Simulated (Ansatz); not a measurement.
# HW3C3: the cost of one run

Program: Ansatz 0.2.0. Level of theory: DFT PBEsol, scalar-relativistic, plane waves, PAW. These are calculated values, not measurements.

4 further runs of the same task are left out: 4 set aside as unsound or not needed.

## Step 1: Starting point

The structure is orthorhombic, space group Pmm2 (No. 25). Conventional cell: a = 2.828 Å, b = 2.898 Å, c = 22.857 Å, α = 90.00°, β = 90.00°, γ = 90.00°. Around C (site symmetry mm2) lie 4 W at 2.19 Å. Around W (site symmetry mm2) lie 6 C at 2.19 Å. C (site symmetry mm2) has 6 W at 2.19 Å as nearest neighbours. Around W (site symmetry mm2) lie 6 C at 2.19 to 2.20 Å. C (site symmetry mm2) has 6 W at 2.17 to 2.20 Å as nearest neighbours. W (site symmetry mm2) is surrounded by 4 C at 2.17 Å.

As a file:

```
CELL_PARAMETERS angstrom
2.82761 0.00000 0.00000
0.00000 2.89841 0.00000
0.00000 0.00000 22.85690
ATOMIC_POSITIONS crystal
C 0.50000 0.00000 0.37188
W 0.00000 0.50000 0.40848
C 0.50000 0.50000 0.48170
W 0.00000 0.00000 0.51833
C 0.50000 0.00000 0.59194
W 0.00000 0.50000 0.62590
```

Planes are indexed in the bulk's conventional cell (P-6m2 (No. 187)), a = 2.898 Å, b = 2.898 Å, c = 2.828 Å, α = 90.00°, β = 90.00°, γ = 120.00°.

It is a (100) slab, 5.9 Å thick as cut, with 17 Å of vacuum; its outer planes are W (top) and C (bottom). An earlier relaxation, lower half held, gave -31506.7250 eV, work function 5.33 eV (top face), 5.97 eV (bottom face), dipole along +c 0.029 e·Å per cell.

## Step 2: Start: H, top (W)

File input.yaml:

```yaml
crystal:
  lattice:
    - [2.8276119036, 0.0, 0.0]
    - [0.0, 2.898413667, 0.0]
    - [0.0, 0.0, 24.856899688]
  atoms:
    - { symbol: C, position: [0.5, 0.0, 0.3419573683] }
    - { symbol: W, position: [0.0, 0.5, 0.3756180406] }
    - { symbol: C, position: [0.5, 0.5, 0.4429393853] }
    - { symbol: W, position: [0.0, 0.0, 0.4766289979] }
    - { symbol: C, position: [0.5, 0.0, 0.5443159532] }
    - { symbol: W, position: [0.0, 0.5, 0.5755390938] }
    - { symbol: H, position: [0.0, 0.5, 0.6535858343] }
basis:
  ecutwfc: 420
kpoints:
  mp_grid: { grid: [10, 10, 1] }
hamiltonian:
  xc: pbesol
scf:
  occupations: { method: gaussian, width: 0.1 }
output:
  forces: true
  eigenvalues: true
  write_density: true
  write_potential: true
  elf: true
  volumetric_format: npy
relax:
  adjacent_minimum: "off"
  f_tol: 0.03
  max_steps: 70
  constraints: [{ sites: [0, 1, 2] }]
efield:
  axis: 3
  dipole_correction: true
  ramp_width: 0.04
```

Run with:

```sh
> ansatz run input.yaml --threads 2 --pin off --max-ram 5120MiB --backend cpu --events-out ev --progress --plain --runs-dir out
```

**Question.** How long does this run take on 2 threads of Intel Xeon Platinum 8488C (Sapphire Rapids), shared host, and how much memory does it need?

About 49 s, with a peak of 0.59 GiB.
